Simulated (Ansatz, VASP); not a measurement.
## AlN: VASP beside Ansatz

The input INCAR:

```
PREC = Accurate
ENCUT = 520
EDIFF = 1E-6
ISMEAR = 0
SIGMA = 0.05
LREAL = F
LASPH = T
NELM = 100
ALGO = Normal
ISIF = 2
LWAVE = F
LCHARG = F
GGA = PE
NBANDS = 16
```

File KPOINTS:

```
Automatic mesh
0
Gamma
  9 9 6
```

POSCAR

```
AlN
1.0
    3.1478000000      0.0000000000      0.0000000000
   -1.5739000000      2.7260747660      0.0000000000
    0.0000000000      0.0000000000      4.1875902404
Al N
2 2
Direct
    0.3333333333      0.6666666667      0.7500000000
    0.6666666667      0.3333333333      0.2500000000
    0.3333333333      0.6666666667      0.2500000000
    0.6666666667      0.3333333333      0.7500000000
```

Input for Ansatz:

```yaml
crystal:
  lattice:
    - [3.1478, 0.0, 0.0]
    - [-1.5739, 2.726074766, 0.0]
    - [0.0, 0.0, 4.1875902404]
  atoms:
    - { symbol: Al, position: [0.3333333333, 0.6666666667, 0.75] }
    - { symbol: Al, position: [0.6666666667, 0.3333333333, 0.25] }
    - { symbol: "N", position: [0.3333333333, 0.6666666667, 0.25] }
    - { symbol: "N", position: [0.6666666667, 0.3333333333, 0.75] }
basis:
  ecutwfc: 520.0
kpoints:
  mp_grid: { grid: [9, 9, 6] }
hamiltonian:
  xc: pbe
  pseudopotentials: { kind: paw, azcp: { folder: soft_1 } }
scf:
  occupations: { method: gaussian, width: 0.05 }
output:
  forces: true
  stress: true
  eigenvalues: true
```

Alike in both runs: task single point; functional PBE; k mesh 9 × 9 × 6; occupations gaussian, width 0.05 eV; no spin polarisation.

|  | VASP | Ansatz |
| --- | --- | --- |
| version | VASP 6.6.1 | Ansatz 0.2.0 |
| potentials or method | VASP PAW PBE potentials, release 64 (Al, N) | scalar-relativistic, plane waves, PAW |
| plane-wave cutoff (eV) | 520 | 520 |
| valence electrons in the cell | 16 | 16 |

Ansatz gave:

| Item | Value |
| --- | --- |
| gap on the k mesh at the Fermi level (eV) | 3.94 |
| least direct gap on the mesh (eV) | 3.94 |

Question: Estimate VASP's values.

Answer: gap on the k mesh at the Fermi level (eV): 3.96; least direct gap on the mesh (eV): 3.96.

Caveats: an odd mesh through Γ misses points on the zone boundary, where band edges often lie.
